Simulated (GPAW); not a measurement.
## Collinear magnetic orders of FeGe with GPAW

A self-consistent run ends on one state, which hangs on the start. Several orders of FeGe are started in GPAW and their energies compared.

Program: GPAW 26.7.0. Level of theory: PBE; plane waves with GPAW's PAW setups, scalar-relativistic. Results are calculated unless marked as measured.

Most raw output is cut from this account.

**1. The structure**

It takes space group P6/mmm (No. 191, hexagonal). Conventional cell: a = 4.998 Å, b = 4.998 Å, c = 4.116 Å, α = 90.00°, β = 90.00°, γ = 120.00°. Nearest to Fe lie 4 Fe at 2.50 Å and 6 Ge at 2.50 to 2.51 Å. Nearest to Ge lie 6 Fe at 2.50 Å. Ge has 6 Fe at 2.51 Å nearest. Farther neighbours are not listed.

The cell comes from a database of computed structures and need not be the stable phase.

**2. Start 1: ferro +++**

Parallel moments need no larger cell; this start tests for a ferromagnetic state only.

order1.py reads:

```python
import json
import numpy as np
from ase import Atoms
from ase.parallel import paropen, parprint
from gpaw import GPAW

atoms = Atoms(['Fe', 'Fe', 'Fe', 'Ge', 'Ge', 'Ge'],
    cell=[[4.99760234, 0.0, 0.0],
         [-2.49880117, 4.32805058, 0.0],
         [0.0, 0.0, 4.11576135]],
    scaled_positions=[[0.5, 0.0, 0.0],
         [0.5, 0.5, 0.0],
         [0.0, 0.5, 0.0],
         [0.0, 0.0, 0.0],
         [0.33333333, 0.66666667, 0.5],
         [0.66666667, 0.33333333, 0.5]],
    pbc=True,
    magmoms=[2.8, 2.8, 2.8, 0.0, 0.0, 0.0])
atoms.calc = GPAW(mode={'name': 'pw', 'ecut': 550},
    xc='PBE',
    kpts={'size': (8, 8, 8), 'gamma': True},
    occupations={'name': 'fermi-dirac', 'width': 0.05},
    convergence={'density': 1e-05, 'energy': 1e-05},
    maxiter=200,
    symmetry={'tolerance': 1e-4},
    txt='order1.txt')
e = atoms.get_potential_energy(force_consistent=True)
res = {'free_energy': e, 'energy_sigma0': atoms.get_potential_energy(), 'fermi_energy': atoms.calc.get_fermi_level()}
res['moments'] = atoms.get_magnetic_moments().tolist()
res['total'] = atoms.get_magnetic_moment()
parprint('site moments (muB):', np.round(res['moments'], 3))
parprint(f"total moment: {res['total']:.3f} muB")
parprint(f'free energy: {e:.6f} eV')
atoms.calc.write('order1.gpw')
with paropen('results.json', 'w') as f:
    json.dump(res, f)
```

The run is started by

```console
$ OMP_NUM_THREADS=1 mpirun -n 4 gpaw python order1.py > order1.log
```

Run time: 70 s. Hardware: 4 MPI ranks of Arm Neoverse V1, shared host; peak memory 0.94 GiB; 4.6 min of CPU time.

Spin moment in the augmentation sphere by atom:

| atom | spin moment in the augmentation sphere (μB) |
| --- | --- |
| Fe1 | 1.46 |
| Fe2 | 1.46 |
| Fe3 | 1.46 |
| Ge4 | -0.05 |
| Ge5 | -0.04 |
| Ge6 | -0.04 |

This step gave:

- magnetization: 4.140 μB
- final state: ferromagnetic

After 16 cycles the largest moment stands at 1.46 μB.

**3. Start 2: antiferro q=(0,1/2,0) +-+--+**

Reversing part of the moments tests the sign of the couplings between them.

This order needs a doubled cell of 12 atoms. Its mesh is chosen so that both cells sample the same points.

order2.py reads:

```python
import json
import numpy as np
from ase import Atoms
from ase.parallel import paropen, parprint
from gpaw import GPAW

atoms = Atoms(['Fe', 'Fe', 'Fe', 'Fe', 'Fe', 'Fe', 'Ge', 'Ge', 'Ge', 'Ge', 'Ge', 'Ge'],
    cell=[[4.99760234, 0.0, 0.0],
         [-4.99760234, 8.65610116, 0.0],
         [0.0, 0.0, 4.11576135]],
    scaled_positions=[[0.5, 0.0, 0.0],
         [0.5, 0.5, 0.0],
         [0.5, 0.25, 0.0],
         [0.5, 0.75, 0.0],
         [0.0, 0.25, 0.0],
         [0.0, 0.75, 0.0],
         [0.0, 0.0, 0.0],
         [0.0, 0.5, 0.0],
         [0.33333333, 0.33333334, 0.5],
         [0.33333333, 0.83333334, 0.5],
         [0.66666667, 0.16666666, 0.5],
         [0.66666667, 0.66666667, 0.5]],
    pbc=True,
    magmoms=[2.8, -2.8, 2.8, -2.8, -2.8, 2.8, 0.0, 0.0, 0.0, 0.0, 0.0, 0.0])
atoms.calc = GPAW(mode={'name': 'pw', 'ecut': 550},
    xc='PBE',
    kpts={'size': (8, 4, 8), 'gamma': True},
    occupations={'name': 'fermi-dirac', 'width': 0.05},
    convergence={'density': 1e-05, 'energy': 1e-05},
    maxiter=200,
    symmetry={'tolerance': 1e-4},
    txt='order2.txt')
e = atoms.get_potential_energy(force_consistent=True)
res = {'free_energy': e, 'energy_sigma0': atoms.get_potential_energy(), 'fermi_energy': atoms.calc.get_fermi_level()}
res['moments'] = atoms.get_magnetic_moments().tolist()
res['total'] = atoms.get_magnetic_moment()
parprint('site moments (muB):', np.round(res['moments'], 3))
parprint(f"total moment: {res['total']:.3f} muB")
parprint(f'free energy: {e:.6f} eV')
atoms.calc.write('order2.gpw')
with paropen('results.json', 'w') as f:
    json.dump(res, f)
```

The run is started by

```console
$ OMP_NUM_THREADS=1 mpirun -n 4 gpaw python order2.py > order2.log
```

Run time: 26 min. Hardware: 4 MPI ranks; peak memory 1.9 GiB.

The run was cut off at its time limit.

It was cut off while still iterating. More time helps where the residual falls; where it has stalled, the mixing must change.

**4. Run 3 (antiferro q=(0,0,1/2) +-+-+-)**

Another pattern of signs weighs the neighbour shells otherwise.

This order needs a doubled cell of 12 atoms. Its mesh is chosen so that both cells sample the same points.

order3.py reads:

```python
import json
import numpy as np
from ase import Atoms
from ase.parallel import paropen, parprint
from gpaw import GPAW

atoms = Atoms(['Fe', 'Fe', 'Fe', 'Fe', 'Fe', 'Fe', 'Ge', 'Ge', 'Ge', 'Ge', 'Ge', 'Ge'],
    cell=[[4.99760234, 0.0, 0.0],
         [-2.49880117, 4.32805058, 0.0],
         [0.0, 0.0, 8.2315227]],
    scaled_positions=[[0.5, 0.0, 0.0],
         [0.5, 0.0, 0.5],
         [0.5, 0.5, 0.0],
         [0.5, 0.5, 0.5],
         [0.0, 0.5, 0.0],
         [0.0, 0.5, 0.5],
         [0.0, 0.0, 0.0],
         [0.0, 0.0, 0.5],
         [0.33333333, 0.66666667, 0.25],
         [0.33333333, 0.66666667, 0.75],
         [0.66666667, 0.33333333, 0.25],
         [0.66666667, 0.33333333, 0.75]],
    pbc=True,
    magmoms=[2.8, -2.8, 2.8, -2.8, 2.8, -2.8, 0.0, 0.0, 0.0, 0.0, 0.0, 0.0])
atoms.calc = GPAW(mode={'name': 'pw', 'ecut': 550},
    xc='PBE',
    kpts={'size': (8, 8, 4), 'gamma': True},
    occupations={'name': 'fermi-dirac', 'width': 0.05},
    convergence={'density': 1e-05, 'energy': 1e-05},
    maxiter=200,
    symmetry={'tolerance': 1e-4},
    txt='order3.txt')
e = atoms.get_potential_energy(force_consistent=True)
res = {'free_energy': e, 'energy_sigma0': atoms.get_potential_energy(), 'fermi_energy': atoms.calc.get_fermi_level()}
res['moments'] = atoms.get_magnetic_moments().tolist()
res['total'] = atoms.get_magnetic_moment()
parprint('site moments (muB):', np.round(res['moments'], 3))
parprint(f"total moment: {res['total']:.3f} muB")
parprint(f'free energy: {e:.6f} eV')
atoms.calc.write('order3.gpw')
with paropen('results.json', 'w') as f:
    json.dump(res, f)
```

The run is started by

```console
$ OMP_NUM_THREADS=1 mpirun -n 4 gpaw python order3.py > order3.log
```

Run time: 2.7 min. Hardware: 4 MPI ranks; peak memory 1.3 GiB.

Spin moment in the augmentation sphere by atom:

| atom | spin moment in the augmentation sphere (μB) |
| --- | --- |
| Fe1 | 1.55 |
| Fe2 | -1.55 |
| Fe3 | 1.55 |
| Fe4 | -1.55 |
| Fe5 | 1.55 |
| Fe6 | -1.55 |
| Ge7 | -0.06 |
| Ge8 | 0.06 |
| Ge9 | 0.00 |
| Ge10 | 0.00 |
| Ge11 | 0.00 |
| Ge12 | 0.00 |

This step gave:

```yaml
magnetization: 0 μB
final_state: antiferromagnetic
```

It lies 14.2 meV a seeded atom under the first start, and its largest moment is 1.55 μB against 1.46 μB.

**5. Start 4: antiferro q=(0,1/2,1/2) +-+--+**

This order needs a doubled cell of 12 atoms. Its mesh is chosen so that both cells sample the same points.

order4.py reads:

```python
import json
import numpy as np
from ase import Atoms
from ase.parallel import paropen, parprint
from gpaw import GPAW

atoms = Atoms(['Fe', 'Fe', 'Fe', 'Fe', 'Fe', 'Fe', 'Ge', 'Ge', 'Ge', 'Ge', 'Ge', 'Ge'],
    cell=[[4.99760234, 0.0, 0.0],
         [-4.99760234, 8.65610116, 0.0],
         [-2.49880117, 4.32805058, 4.11576135]],
    scaled_positions=[[0.5, 0.0, 0.0],
         [0.5, 0.5, 0.0],
         [0.5, 0.25, 0.0],
         [0.5, 0.75, 0.0],
         [0.0, 0.25, 0.0],
         [0.0, 0.75, 0.0],
         [0.0, 0.0, 0.0],
         [0.0, 0.5, 0.0],
         [0.33333333, 0.08333333, 0.5],
         [0.33333333, 0.58333333, 0.5],
         [0.66666667, 0.91666666, 0.5],
         [0.66666667, 0.41666666, 0.5]],
    pbc=True,
    magmoms=[2.8, -2.8, 2.8, -2.8, -2.8, 2.8, 0.0, 0.0, 0.0, 0.0, 0.0, 0.0])
atoms.calc = GPAW(mode={'name': 'pw', 'ecut': 550},
    xc='PBE',
    kpts={'size': (8, 4, 8), 'gamma': True},
    occupations={'name': 'fermi-dirac', 'width': 0.05},
    convergence={'density': 1e-05, 'energy': 1e-05},
    maxiter=200,
    symmetry={'tolerance': 1e-4},
    txt='order4.txt')
e = atoms.get_potential_energy(force_consistent=True)
res = {'free_energy': e, 'energy_sigma0': atoms.get_potential_energy(), 'fermi_energy': atoms.calc.get_fermi_level()}
res['moments'] = atoms.get_magnetic_moments().tolist()
res['total'] = atoms.get_magnetic_moment()
parprint('site moments (muB):', np.round(res['moments'], 3))
parprint(f"total moment: {res['total']:.3f} muB")
parprint(f'free energy: {e:.6f} eV')
atoms.calc.write('order4.gpw')
with paropen('results.json', 'w') as f:
    json.dump(res, f)
```

The run is started by

```console
$ OMP_NUM_THREADS=1 mpirun -n 4 gpaw python order4.py > order4.log
```

Run time: 20 min. Hardware: 4 MPI ranks; peak memory 2.4 GiB.

The program warns that the cell vectors are strongly skewed. A reduced cell would be the safer input.

Read from the output:

```
magnetization  : 0 μB
final state    : antiferromagnetic
largest moment : 1.703 μB
```

It lies 125 meV a seeded atom over the first start, and its largest moment is 1.70 μB against 1.46 μB.

**6. Run 5 (antiferro q=(0,1/2,0) +-+-+-)**

An opposed order shows whether the pairs that it reverses prefer unlike signs.

The cell is doubled to 12 atoms to hold this order. Its mesh is chosen so that both cells sample the same points.

order5.py is the script of step 5 with these lines changed:

```diff
@@ -9,3 +9,3 @@
          [-4.99760234, 8.65610116, 0.0],
-         [-2.49880117, 4.32805058, 4.11576135]],
+         [0.0, 0.0, 4.11576135]],
     scaled_positions=[[0.5, 0.0, 0.0],
@@ -18,8 +18,8 @@
          [0.0, 0.5, 0.0],
-         [0.33333333, 0.08333333, 0.5],
-         [0.33333333, 0.58333333, 0.5],
-         [0.66666667, 0.91666666, 0.5],
-         [0.66666667, 0.41666666, 0.5]],
+         [0.33333333, 0.33333334, 0.5],
+         [0.33333333, 0.83333334, 0.5],
+         [0.66666667, 0.16666666, 0.5],
+         [0.66666667, 0.66666667, 0.5]],
     pbc=True,
-    magmoms=[2.8, -2.8, 2.8, -2.8, -2.8, 2.8, 0.0, 0.0, 0.0, 0.0, 0.0, 0.0])
+    magmoms=[2.8, -2.8, 2.8, -2.8, 2.8, -2.8, 0.0, 0.0, 0.0, 0.0, 0.0, 0.0])
 atoms.calc = GPAW(mode={'name': 'pw', 'ecut': 550},
@@ -31,3 +31,3 @@
     symmetry={'tolerance': 1e-4},
-    txt='order4.txt')
+    txt='order5.txt')
 e = atoms.get_potential_energy(force_consistent=True)
@@ -39,3 +39,3 @@
 parprint(f'free energy: {e:.6f} eV')
-atoms.calc.write('order4.gpw')
+atoms.calc.write('order5.gpw')
 with paropen('results.json', 'w') as f:
```

The run is started by

```console
$ OMP_NUM_THREADS=1 mpirun -n 4 gpaw python order5.py > order5.log
```

It took 18 min on 4 MPI ranks; peak memory 1.9 GiB; 74 min of CPU time.

Read from the output:

```yaml
magnetization: 0 μB
final_state: antiferromagnetic
largest_moment: 1.542 μB
```

It lies 73.9 meV a seeded atom over the first start, and its largest moment is 1.54 μB against 1.46 μB.

**7. Run 6 (no spin polarisation)**

A run without seeds gives the energy of the state without moments.

nospin.py reads:

```python
import json
import numpy as np
from ase import Atoms
from ase.parallel import paropen, parprint
from gpaw import GPAW

atoms = Atoms(['Fe', 'Fe', 'Fe', 'Ge', 'Ge', 'Ge'],
    cell=[[4.99760234, 0.0, 0.0],
         [-2.49880117, 4.32805058, 0.0],
         [0.0, 0.0, 4.11576135]],
    scaled_positions=[[0.5, 0.0, 0.0],
         [0.5, 0.5, 0.0],
         [0.0, 0.5, 0.0],
         [0.0, 0.0, 0.0],
         [0.33333333, 0.66666667, 0.5],
         [0.66666667, 0.33333333, 0.5]],
    pbc=True)
atoms.calc = GPAW(mode={'name': 'pw', 'ecut': 550},
    xc='PBE',
    kpts={'size': (8, 8, 8), 'gamma': True},
    occupations={'name': 'fermi-dirac', 'width': 0.05},
    convergence={'density': 1e-05, 'energy': 1e-05},
    maxiter=200,
    symmetry={'tolerance': 1e-4},
    txt='nospin.txt')
e = atoms.get_potential_energy(force_consistent=True)
res = {'free_energy': e, 'energy_sigma0': atoms.get_potential_energy(), 'fermi_energy': atoms.calc.get_fermi_level()}
parprint(f'free energy: {e:.6f} eV')
atoms.calc.write('nospin.gpw')
with paropen('results.json', 'w') as f:
    json.dump(res, f)
```

The run is started by

```console
$ OMP_NUM_THREADS=1 mpirun -n 4 gpaw python nospin.py > nospin.log
```

The job ended after 26 s (4 MPI ranks; peak memory 0.8 GiB).

Numbers from this step:

```yaml
final_state: non-magnetic (no spin polarisation)
```

It lies 255 meV a seeded atom over the first start.

**8. Ranking**

These are free energies at a smearing of 0.05 eV, so its entropy term is in the differences. They are divided by the number of seeded atoms, so that cells of unlike size compare. Wavevectors q in the names are fractions of the reciprocal vectors of the first run's cell.

Orders:

| start | final state | typed order kept | energy over the lowest (meV a seeded atom) | largest site moment (μB) | net moment (μB a primitive cell) | mesh matched | CPU time (s) |
| --- | --- | --- | --- | --- | --- | --- | --- |
| ferro +++ | ferromagnetic | yes | 14.22 | 1.46 | 4.14 | yes | 277.9 |
| antiferro q=(0,0,1/2) +-+-+- | antiferromagnetic | yes | 0 | 1.549 | 0 | yes | 657.3 |
| antiferro q=(0,1/2,1/2) +-+--+ | antiferromagnetic | yes | 138.8 | 1.703 | 0 | yes | 4829 |
| antiferro q=(0,1/2,0) +-+-+- | antiferromagnetic | yes | 88.08 | 1.542 | 0 | yes | 4432 |
| no spin polarisation | non-magnetic | - | 268.8 | 0 | 0 | yes | 104.3 |

**9. Results**

| Quantity | Value |
| --- | --- |
| lowest state found | antiferromagnetic (typed antiferro q=(0,0,1/2) +-+-+-) |
| largest site moment | 1.55 μB |
| next state | ferromagnetic, 14.2 meV a seeded atom higher |
| energy gained by spin polarisation | 269 meV a seeded atom |

In words: The lowest state found is antiferromagnetic, reached from the start antiferro q=(0,0,1/2) +-+-+-, with moments up to 1.55 μB. The next state costs 14 meV a seeded atom. 1 start gave no converged result and is missing from the ranking; where cut off, the energy had nearly settled, +175.7 meV a seeded atom from the lowest. Only 6 starts are shown; other collinear patterns, canted and longer-period orders are not.

[Logs and program files are shortened in this print: banners, set-up blocks, solver, clock and traceback lines can be left out without a mark of their own.]

[Logs are printed without paths, hosts, clocks, repeated set-up lines and the standing remarks that a program may print on its own settings, such as how far it seeks lower states.]

[Hosts, paths, dates, database ids (printed as entryN), source tags and the programs' standing remarks are cut or masked in the printed files.]

[Where a cell is said to come from a database of computed structures, the database is the Materials Project.]
